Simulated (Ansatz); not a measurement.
Consider RuO2 in the rutile structure (space group P4_2/mnm, No. 136).

```
RuO2
1.0
    4.46614     0.00000     0.00000
    0.00000     4.46614     0.00000
    0.00000     0.00000     3.09186
Ru O
2 4
Cartesian
  0.00000   0.00000   0.00000
  2.23307   2.23307   1.54593
  1.36702   1.36702   0.00000
  3.60009   0.86605   1.54593
  0.86605   3.60009   1.54593
  3.09912   3.09912   0.00000
```

Cartesian axes are those of the cell as printed.

Calculations: DFT with PBEsol, PAW potentials and a 420 eV plane-wave cutoff in Ansatz (a program for electronic structure), without spin-orbit coupling.

Before the change:

```
Item                            Result
-----------------------------  -------
Shortest interatomic distance  1.933 Å
Pressure                       0.0 GPa
```

The change: uniaxial strain ε_zz = −1.45 %, all other strain components held at zero; the atoms relax in the strained cell.

Problem. What happens to the shortest interatomic distance?

Solution. The shortest interatomic distance decreases by 0.008 Å, from 1.933 Å to 1.925 Å.

Problem. How does this affect the energy relative to the base?

Solution. The energy grows by 3.9 meV/atom.

Problem. What happens to the pressure?

Solution. The pressure (mean of the normal stresses, compression positive) goes from zero to 5.1 GPa.

Without a gap, meshes like the base's 11×11×15 leave anisotropic stresses uncertain by several tenths of a GPa, and small strain energies with them. Whether these cells are dynamically stable was not tested. No Hubbard U is applied, and correlation can decide whether such a compound is a metal. The final runs are not spin-polarised.
